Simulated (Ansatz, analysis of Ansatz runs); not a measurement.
# Substitutional N in diamond: charge-transition level, PBE

Aim: the charge-transition level of substitutional N in diamond, to be set beside the measurement. Set-up: PBE, 64-site cell, measured lattice, 420 eV, k: the single point 1/4 1/4 1/4 then 2x2x2 shifted 0.5 0.5 0.5, started with the impurity moved along one bond. The model is a cell of 64 host atoms with 1 C taken out and 1 N put in. The level is the Fermi energy at which two charge states have equal formation energy, after a correction for the images of the charge. The measured lattice removes the functional's error in the volume.

Measured beforehand: (+1/0) level below the conduction-band bottom: 1.7 eV (quoted in “Hunting the elusive shallow n-type donor – An ab initio study of Li and N co-doped diamond”, 2021, S. Conejeros et al., quoting earlier work (1969)).

Program: Ansatz 0.2.0. Level of theory: plane-wave PAW DFT, PBE; relaxation of all atoms of a defect supercell. Results are calculated unless marked as measured.

Report form: the programs' logs are mostly left out.

## (1) Starting point

The cell holds 64 atoms: 63 C and 1 N. Cell: a = 7.133 Å, b = 7.133 Å, c = 7.133 Å, α = 90.0°, β = 90.0°, γ = 90.0°. It derives from C (space group Fd-3m). Nearest the centre at fractional (0.375, 0.375, 0.375): N8 at 0.30 Å, C27 at 1.54 Å, C49 at 1.54 Å, C42 at 1.54 Å, C4 at 1.54 Å, C15 at 2.52 Å, C7 at 2.52 Å, C5 at 2.52 Å. The cell carries charge +1.

The host's primitive cell comes from a first run (plane-wave PAW DFT, PBE; relaxation of the host's atoms at the measured cell): vectors of 2.522, 2.522 and 2.522 Å. That is 5.67 Å³ an atom. The supercell is built on it.

## (2) Relaxation, charge +1

Every later number rests on the structure around the defect, so the atoms are relaxed at the host's lattice first.

Contents of relax0/input.yaml:

```yaml
relax:
  f_tol: 0.02
  max_steps: 80
  random_displacement: { amplitude: 0.02, seed: 766 }
crystal:
  lattice:
    - [7.13348, 0.0, 0.0]
    - [0.0, 7.13348, 0.0]
    - [0.0, 0.0, 7.13348]
  atoms:
    - { symbol: C, position: [0.0, 0.0, 0.25] }
    - { symbol: C, position: [0.0, 0.25, 0.0] }
    - { symbol: C, position: [0.25, 0.0, 0.0] }
    - { symbol: C, position: [0.25, 0.25, 0.25] }
    - { symbol: C, position: [0.125, 0.125, 0.375] }
    - { symbol: C, position: [0.125, 0.375, 0.125] }
    - { symbol: C, position: [0.375, 0.125, 0.125] }
    - { symbol: "N", position: [0.399279875, 0.399279875, 0.399279875] }
    - { symbol: C, position: [0.0, 0.0, 0.75] }
    - { symbol: C, position: [0.0, 0.25, 0.5] }
    - { symbol: C, position: [0.25, 0.0, 0.5] }
    - { symbol: C, position: [0.25, 0.25, 0.75] }
    - { symbol: C, position: [0.125, 0.125, 0.875] }
    - { symbol: C, position: [0.125, 0.375, 0.625] }
    - { symbol: C, position: [0.375, 0.125, 0.625] }
    - { symbol: C, position: [0.375, 0.375, 0.875] }
    - { symbol: C, position: [0.0, 0.5, 0.25] }
    - { symbol: C, position: [0.0, 0.75, 0.0] }
    - { symbol: C, position: [0.25, 0.5, 0.0] }
    - { symbol: C, position: [0.25, 0.75, 0.25] }
    - { symbol: C, position: [0.125, 0.625, 0.375] }
    - { symbol: C, position: [0.125, 0.875, 0.125] }
    - { symbol: C, position: [0.375, 0.625, 0.125] }
    - { symbol: C, position: [0.375, 0.875, 0.375] }
    - { symbol: C, position: [0.0, 0.5, 0.75] }
    - { symbol: C, position: [0.0, 0.75, 0.5] }
    - { symbol: C, position: [0.25, 0.5, 0.5] }
    - { symbol: C, position: [0.25, 0.75, 0.75] }
    - { symbol: C, position: [0.125, 0.625, 0.875] }
    - { symbol: C, position: [0.125, 0.875, 0.625] }
    - { symbol: C, position: [0.375, 0.625, 0.625] }
    - { symbol: C, position: [0.375, 0.875, 0.875] }
    - { symbol: C, position: [0.5, 0.0, 0.25] }
    - { symbol: C, position: [0.5, 0.25, 0.0] }
    - { symbol: C, position: [0.75, 0.0, 0.0] }
    - { symbol: C, position: [0.75, 0.25, 0.25] }
    - { symbol: C, position: [0.625, 0.125, 0.375] }
    - { symbol: C, position: [0.625, 0.375, 0.125] }
    - { symbol: C, position: [0.875, 0.125, 0.125] }
    - { symbol: C, position: [0.875, 0.375, 0.375] }
    - { symbol: C, position: [0.5, 0.0, 0.75] }
    - { symbol: C, position: [0.5, 0.25, 0.5] }
    - { symbol: C, position: [0.75, 0.0, 0.5] }
    - { symbol: C, position: [0.75, 0.25, 0.75] }
    - { symbol: C, position: [0.625, 0.125, 0.875] }
    - { symbol: C, position: [0.625, 0.375, 0.625] }
    - { symbol: C, position: [0.875, 0.125, 0.625] }
    - { symbol: C, position: [0.875, 0.375, 0.875] }
    - { symbol: C, position: [0.5, 0.5, 0.25] }
    - { symbol: C, position: [0.5, 0.75, 0.0] }
    - { symbol: C, position: [0.75, 0.5, 0.0] }
    - { symbol: C, position: [0.75, 0.75, 0.25] }
    - { symbol: C, position: [0.625, 0.625, 0.375] }
    - { symbol: C, position: [0.625, 0.875, 0.125] }
    - { symbol: C, position: [0.875, 0.625, 0.125] }
    - { symbol: C, position: [0.875, 0.875, 0.375] }
    - { symbol: C, position: [0.5, 0.5, 0.75] }
    - { symbol: C, position: [0.5, 0.75, 0.5] }
    - { symbol: C, position: [0.75, 0.5, 0.5] }
    - { symbol: C, position: [0.75, 0.75, 0.75] }
    - { symbol: C, position: [0.625, 0.625, 0.875] }
    - { symbol: C, position: [0.625, 0.875, 0.625] }
    - { symbol: C, position: [0.875, 0.625, 0.625] }
    - { symbol: C, position: [0.875, 0.875, 0.875] }
  host:
    repeats: [2, 2, 2]
    atoms:
      - { symbol: C, position: [0.0, 0.0, 0.5] }
      - { symbol: C, position: [0.0, 0.5, 0.0] }
      # ... 6 more atoms of the perfect host
total_charge: 1
basis:
  ecutwfc: 420
  xc_grid: 2
hamiltonian:
  xc: pbe
kpoints:
  mp_grid: { grid: [1, 1, 1], shift: [0.25, 0.25, 0.25] }
scf:
  occupations: { method: fermi_dirac, width: 0.01 }
  max_iter: 120
output:
  forces: true
  charged_corrections:
    epsilon: 5.84
    static_epsilon: 5.84
    defect_position: [0.375, 0.375, 0.375]
checkpoint:
  write: "../relax0.run"
  compress: false
  write_wavefunctions: true
  write_every: 100000
```

Launch:

```sh
ansatz run input.yaml --threads 2 --pin off --max-ram 3768MiB --backend cpu --events-out ev --progress --plain --runs-dir out
```

The job ended after 16 s (2 threads of Intel Xeon Platinum 8375C at 2.90GHz (Ice Lake), shared host; peak memory 0.76 GiB; 30 s of CPU time).

Step by step:

```tsv
step	energy less that of the first step (eV)	largest force component (eV/Å)
1	0.0000	4.7549
2	-1.4692	1.5697
3	-1.7915	0.1961
4	-1.7901	0.2060
5	-1.7971	0.0185
```

Relaxation step 4 was tried and not accepted.

The atoms that moved most (Å, from the sites as typed, ahead of the random displacement, the mean shift of all atoms taken out):

```tsv
atom	dx	dy	dz	length
N8	-0.171	-0.171	-0.171	0.297
C42	0.011	-0.004	0.011	0.016
C27	-0.004	0.011	0.011	0.016
C49	0.011	0.011	-0.004	0.016
C4	-0.007	-0.007	-0.008	0.013
C46	0.003	0.011	0.003	0.011
C31	0.011	0.003	0.003	0.011
C53	0.003	0.003	0.011	0.011
```

Neighbours of N8 at the end:

```tsv
atom	distance (Å)
C49	1.558
C27	1.558
C42	1.559
C4	1.561
C6	2.519
C5	2.519
C7	2.519
C23	2.520
C21	2.520
C15	2.520
C38	2.520
C14	2.520
C37	2.520
C53	2.523
C31	2.523
C46	2.523
```

Read from the output:

```
free energy : -16197.5233 eV
```

The series, run alike:

```tsv
run	outcome	energy less the first (eV)	moment (μB)	time
relaxation, charge +1	converged	0.0000	0.00	16 s
relaxation, charge 0	converged	16.7010	1.00	38 s
```

The relaxation ends 28 meV an atom lower than the displaced start, with a largest force component of 0.018 eV/Å.

## (3) Single point, charge +1

The relaxed structure is kept, and the final numbers are taken at the final level and k-points.

This step: plane-wave PAW DFT, PBE; single point of a defect supercell.

Contents of point0/input.yaml:

```yaml
crystal:
  lattice:
    - [7.13348, 0.0, 0.0]
    - [0.0, 7.13348, 0.0]
    - [0.0, 0.0, 7.13348]
  atoms:
    - { symbol: C, position: [-0.000127315, -0.000208712, 0.249792461] }
    - { symbol: C, position: [-0.00011438, 0.249323984, 0.000277093] }
    - { symbol: C, position: [0.249411335, -0.0002053, 0.00027002] }
    - { symbol: C, position: [0.248625535, 0.248553401, 0.249014033] }
    - { symbol: C, position: [0.125253872, 0.125177421, 0.376392474] }
    - { symbol: C, position: [0.125260939, 0.375945229, 0.125642917] }
    - { symbol: C, position: [0.376028287, 0.125175292, 0.125652843] }
    - { symbol: "N", position: [0.374939844, 0.374877394, 0.375344904] }
    - { symbol: C, position: [-0.000194736, -0.000281662, 0.750367607] }
    - { symbol: C, position: [-0.000318426, 0.249865282, 0.500260886] }
    - { symbol: C, position: [0.249947687, -0.000396642, 0.50026702] }
    - { symbol: C, position: [0.249923562, 0.24983285, 0.750594496] }
    - { symbol: C, position: [0.125003535, 0.124909605, 0.875478632] }
    - { symbol: C, position: [0.125377688, 0.374196217, 0.625364179] }
    - { symbol: C, position: [0.374280234, 0.12530429, 0.625344302] }
    - { symbol: C, position: [0.375163889, 0.375063687, 0.875543894] }
    - { symbol: C, position: [-0.000328196, 0.499796335, 0.25034551] }
    - { symbol: C, position: [-0.000200296, 0.749878108, 0.000200104] }
    - { symbol: C, position: [0.249938317, 0.49978552, 5.6987e-05] }
    - { symbol: C, position: [0.249916678, 0.750133475, 0.250315034] }
    - { symbol: C, position: [0.125388984, 0.624895904, 0.374678428] }
    - { symbol: C, position: [0.124996219, 0.874994936, 0.125380805] }
    - { symbol: C, position: [0.374267035, 0.624874265, 0.125784611] }
    - { symbol: C, position: [0.375170535, 0.875102063, 0.375558713] }
    - { symbol: C, position: [7.1773e-05, 0.50024446, 0.750254785] }
    - { symbol: C, position: [8.4162e-05, 0.749798376, 0.500721653] }
    - { symbol: C, position: [0.249050268, 0.501109479, 0.501581012] }
    - { symbol: C, position: [0.249517078, 0.749796507, 0.750270505] }
    - { symbol: C, position: [0.125071578, 0.625170152, 0.875544558] }
    - { symbol: C, position: [0.125070096, 0.875079472, 0.625655031] }
    - { symbol: C, position: [0.376177349, 0.624969725, 0.62544615] }
[... 27 lines left out ...]
    - { symbol: C, position: [0.750333075, 0.499940431, 0.500412971] }
    - { symbol: C, position: [0.750078831, 0.749994353, 0.750479052] }
    - { symbol: C, position: [0.625344509, 0.62525877, 0.87568026] }
    - { symbol: C, position: [0.625345343, 0.875181684, 0.625739591] }
    - { symbol: C, position: [0.875264363, 0.625269567, 0.62573309] }
    - { symbol: C, position: [0.875146096, 0.875056065, 0.875547783] }
  host:
    repeats: [2, 2, 2]
    atoms:
      - { symbol: C, position: [0.0, 0.0, 0.5] }
      - { symbol: C, position: [0.0, 0.5, 0.0] }
      # ... 6 more atoms of the perfect host
total_charge: 1
basis:
  ecutwfc: 420
  xc_grid: 2
hamiltonian:
  xc: pbe
kpoints:
  mp_grid: { grid: [2, 2, 2], shift: [0.5, 0.5, 0.5] }
scf:
  occupations: { method: fermi_dirac, width: 0.01 }
  max_iter: 120
output:
  forces: true
  charged_corrections:
    epsilon: 5.84
    static_epsilon: 5.84
    defect_position: [0.375, 0.375, 0.375]
  eigenvalues: true
checkpoint:
  read: "../relax0.run"
  write: "../point0.run"
  compress: false
  write_wavefunctions: true
  write_every: 100000
```

Wall time 15 s (2 threads); peak memory 1 GiB; 30 s of CPU time.

Read from the output:

* free energy: -16197.5162 eV

The series, run alike:

```tsv
run	outcome	energy less the first (eV)	moment (μB)	time
single point, charge +1	converged	0.0000	0.00	15 s
single point, charge 0	converged	16.6173	1.00	18 s
```

## (4) Charge-transition levels

A charged cell feels its images and has its own zero of potential; this step corrects both and places the level between the host's band edges.

This step: place-levels on PBE runs: charge-transition levels with image-charge correction and potential alignment at the atomic sites.

Contents of levels.yaml:

```yaml
host:
  run: host.point.run
states: [point0.run, point1.run]
geometry_from:
  point0.run: relax0.run
  point1.run: relax1.run
  host.point.run: host.relax.run
```

Launch:

```sh
ansatz place-levels levels.yaml -- --threads 2 --pin off --max-ram 3768MiB
```

Elapsed: 0.14 s, on 2 threads.

Numbers from this step:

| Item | Value |
| --- | --- |
| gap | 4.087 eV |

## (5) Summary of results

```json
{
 "static dielectric constant used": "5.8",
 "band gap of the host": "4.09 eV",
 "(plus 1/0) level below the conduction-band bottom": "1.27 eV",
 "time of the whole chain": "98 s on 2 threads"
}
```

What this shows: (+1/0) level below the conduction-band bottom: computed 1.27 eV, measured 1.7 eV; 0.43 eV shallower than the measurement. The level is counted in a gap of 4.09 eV, and the correction is screened by a dielectric constant of 5.8 from a linear-response run on the host (PBE). Levels hang on the band edges, which semilocal functionals place too close together. Limits: the periodic copies of the defect are only 7.1 Å apart.

[Logs are printed without paths, hosts, clocks, repeated set-up lines and the standing remarks that a program may print on its own settings, such as how far it seeks lower states.]

[Hosts, paths, dates, database ids (printed as entryN), source tags and the programs' standing remarks are cut or masked in the printed files.]

[For some hosts the program warned that the k-mesh of the response run may be too coarse for force constants and the static dielectric constant; such warnings are not shown here.]
